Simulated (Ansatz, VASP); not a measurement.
## Two plane-wave programs on PbS

Contents of INCAR:

```
PREC     = Accurate       # precision mode
ENCUT    = 520            # plane-wave cutoff, eV
EDIFF    = 1E-7           # SCF threshold, eV
ISMEAR   = 0              # smearing method
SIGMA    = 0.1            # smearing width, eV
LREAL    = False          # projectors in reciprocal space
LASPH    = True           # aspherical terms in the spheres
NELM     = 100            # most SCF steps
ALGO     = Normal         # electronic algorithm
ISIF     = 2              # what is computed and relaxed
LWAVE    = False          # write WAVECAR
LCHARG   = False          # write CHGCAR
GGA      = PE             # functional
NBANDS   = 17             # bands
```

KPOINTS

```
Automatic mesh
0
Gamma
  6 6 4
```

POSCAR

```
PbS
1.0
    4.0896976867      0.0000000000      0.0000000000
   -2.0448488433      3.5417820905      0.0000000000
    0.0000000000      0.0000000000      3.7881670000
Pb S
1 1
Direct
    0.0000000000      0.0000000000      0.0000000000
    0.6666666700      0.3333333300      0.5000000000
```

Input for Ansatz:

```yaml
crystal:
  lattice:
    - [4.0896976867, 0.0, 0.0]
    - [-2.0448488433, 3.5417820905, 0.0]
    - [0.0, 0.0, 3.788167]
  atoms:
    - { symbol: Pb, position: [0.0, 0.0, 0.0] }
    - { symbol: S, position: [0.66666667, 0.33333333, 0.5] }
basis:
  ecutwfc: 420
kpoints:
  mp_grid: { grid: [6, 6, 4] }
hamiltonian:
  xc: pbe
scf:
  occupations: { method: gaussian, width: 0.1 }
output:
  forces: true
  stress: true
  eigenvalues: true
```

Measurements of this composition are mostly on another form, of space group No. 225.

Alike in both runs: task single point; functional PBE; k mesh 6 × 6 × 4; occupations gaussian, width 0.1 eV; no spin polarisation.

|  | VASP | Ansatz |
| --- | --- | --- |
| version | VASP 6.6.1 | Ansatz 0.2.0 |
| potentials or method | VASP PAW PBE potentials, release 64 (Pb_d, S) | scalar-relativistic, plane waves, PAW |
| plane-wave cutoff (eV) | 520 | 420 |
| valence electrons in the cell | 20 | 20 |

```csv
,VASP,Ansatz,Ansatz less VASP
gap on the k mesh at the Fermi level (eV),none,none,-
pressure (GPa),-0.5,-0.4,+0.07
largest component of the traceless stress (GPa),0.72,0.73,+0.009
```

A gap of «none» marks a metal or a gap that the smearing closes.

Caveats: the k mesh is coarse (spacing up to 0.41 Å⁻¹), so the values aren't converged. The runs have no spin-orbit coupling, so splittings on Pb are missing.
